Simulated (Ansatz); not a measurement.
The elements of this relaxed trial crystal are hidden behind letters.

```
lattice vectors (Å)
   4.3926   -2.6530    0.0000
   4.3926    2.6530    0.0000
  -1.9232    0.0000    4.9238
fractional positions
X 0.3779 0.3779 0.1759
X 0.6221 0.6221 0.8241
Z 0.8275 0.8275 0.4460
Z 0.1725 0.1725 0.5540
Z 0.0000 0.0000 0.0000
```

These are results of DFT PBE, scalar-relativistic, plane waves, PAW in Ansatz, not measurements. Settings of the last relaxation (5-atom cell): 420 eV, 8×8×8 k points, Gaussian smearing of 0.10 eV, no spin polarisation.

| Quantity | Value |
| --- | --- |
| Space group | C2/m (No. 12) |
| Conventional cell | a = 8.785 Å, b = 5.306 Å, c = 5.286 Å, β = 111.3° |
| Volume per atom | 22.95 Å³ |
| Density | 6.59 g/cm³ |
| Energy over the elements | +0.22 eV/atom |
| Gap on the 8×8×8 mesh of the 5-atom cell | 0 eV (a metal) |

Energies are uncorrected and count from the elements' standard states at the same level.

Task: X is a p-block element of period 5 and Z is a p-block element of period 4. Which elements are they?

Result: X = Sn, Z = Ge, so the formula is Sn2Ge3. Density times volume gives a mean mass of 6.59 × 22.95/1.6605 = 91.1 u per atom, and this set has 91.1 u. Sn is surrounded by 7 Ge at 3.11–3.14 Å, 2 Sn at 3.31–3.32 Å, 2 Sn at 3.54 Å and 3 Ge at 3.68–3.74 Å; around Ge on a site of symmetry m lie 2 Ge at 2.76–2.87 Å, 4 Sn at 3.12–3.14 Å, 3 Ge at 3.13–3.23 Å and 3 Sn at 3.68–3.74 Å; around Ge on a site of symmetry 2/m lie 2 Ge at 2.76 Å, 6 Sn at 3.11–3.13 Å and 2 Ge at 3.23 Å. Other sets within the hints have nearly the same mass, so mass alone doesn't settle it; this one was computed.

A structure relaxed within its symmetry needn't be a true minimum.
